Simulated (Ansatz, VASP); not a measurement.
**Two plane-wave programs on Se**

```
CELL_PARAMETERS angstrom
4.36620 0.00000 0.00000
-2.18310 3.78124 0.00000
0.00000 0.00000 4.95360
ATOMIC_POSITIONS crystal
Se 0.77460 0.77460 0.00000
Se 0.00000 0.22540 0.66667
Se 0.22540 0.00000 0.33333
```

Alike in both runs: task single point; functional PBE; k mesh 7 × 7 × 6; occupations gaussian, width 0.02 eV; no spin polarisation.

|  | VASP | Ansatz |
| --- | --- | --- |
| version | VASP 6.6.1 | Ansatz 0.2.0 |
| potentials or method | VASP PAW PBE potentials, release 64 (Se_GW) | Ansatz PAW |
| plane-wave cutoff (eV) | 550 | 420 |
| valence electrons in the cell | 18 | 48 |

Ansatz gave:

* gap on the k mesh at the Fermi level (eV): 1.21
* least direct gap on the mesh (eV): 1.48
* pressure (GPa): 2.8
* largest component of the traceless stress (GPa): 1.18
* rms of the force components (eV/Å): 0.232

Question: Estimate VASP's values.

Answer: gap on the k mesh at the Fermi level (eV): 1.21; least direct gap on the mesh (eV): 1.47; pressure (GPa): 2.9; largest component of the traceless stress (GPa): 1.21; rms of the force components (eV/Å): 0.245.

Atom by atom the forces differ by 0.013 eV/Å (rms over components). The two sets of potentials don't hold the same shells in valence.

Caveats: an odd mesh through Γ misses points on the zone boundary, where band edges often lie (VASP); odd divisions of the mesh miss points on the zone boundary, where band edges often lie, so the gap on the mesh can be too wide (Ansatz). PBE gaps usually lie below the measured ones, often by a third to a half.
